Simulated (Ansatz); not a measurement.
(001) slab cut from the bulk of Bi₂Te₃, 15 Å of vacuum:

```
CELL_PARAMETERS angstrom
4.46881 0.00000 0.00000
-2.23441 3.87011 0.00000
0.00000 0.00000 32.46592
ATOMIC_POSITIONS crystal
Bi 0.66667 0.33333 0.23101
Te 0.00000 0.00000 0.28619
Te 0.33333 0.66667 0.34820
Te 0.66667 0.33333 0.41020
Bi 0.00000 0.00000 0.46539
Bi 0.33333 0.66667 0.53461
Te 0.66667 0.33333 0.58980
Te 0.00000 0.00000 0.65180
Te 0.33333 0.66667 0.71380
Bi 0.66667 0.33333 0.76899
```

These are results of Ansatz 0.2.0, DFT PBE, scalar-relativistic, plane waves, PAW, not measurements. Settings: cutoff 420 eV, Γ-centred mesh 9×9×1 on the computed 10-atom cell, Gaussian smearing of 0.10 eV; no spin polarisation. The cell repeats along c with a dipole correction in the vacuum.

This base run converges in 9 iterations with a largest force of 0.341 eV/Å and a work function of 4.08 eV on the top face.

Settings are then changed, some of them on purpose to poor values; changes count from the base run, and γ keeps the base's bulk energy.

Question: What happens with k mesh 13×13×1?

Answer: It converges in 12 iterations; ΔE at zero smearing (meV/atom) +0.4, Δγ (J/m²) +0.002, Δφ top (eV) -0.11, largest force (eV/Å) 0.323.

Question: What happens with the slab 1 repeat of the bulk cell thicker?

Answer: It converges in 8 iterations; ΔE at zero smearing (meV/atom) -21.6, Δγ (J/m²) +0.006, Δφ top (eV) -0.02, largest force (eV/Å) 0.340.

Question: What happens with n_extra_bands = 1?

Answer: It converges in 8 iterations; ΔE at zero smearing (meV/atom) 0.0, Δγ (J/m²) 0.000, Δφ top (eV) 0.00, largest force (eV/Å) 0.341.

Question: What happens with vacuum of 22 Å?

Answer: It converges in 9 iterations; ΔE at zero smearing (meV/atom) 0.0, Δγ (J/m²) 0.000, Δφ top (eV) 0.00, largest force (eV/Å) 0.341.

Question: What happens with no preconditioner, β = 0.7?

Answer: It converges in 16 iterations; ΔE at zero smearing (meV/atom) 0.0, Δγ (J/m²) 0.000, Δφ top (eV) 0.00, largest force (eV/Å) 0.341.

Settings at which electrons spill into the vacuum are left out.

Spin-orbit coupling is left out, which matters for the bands of heavy elements.
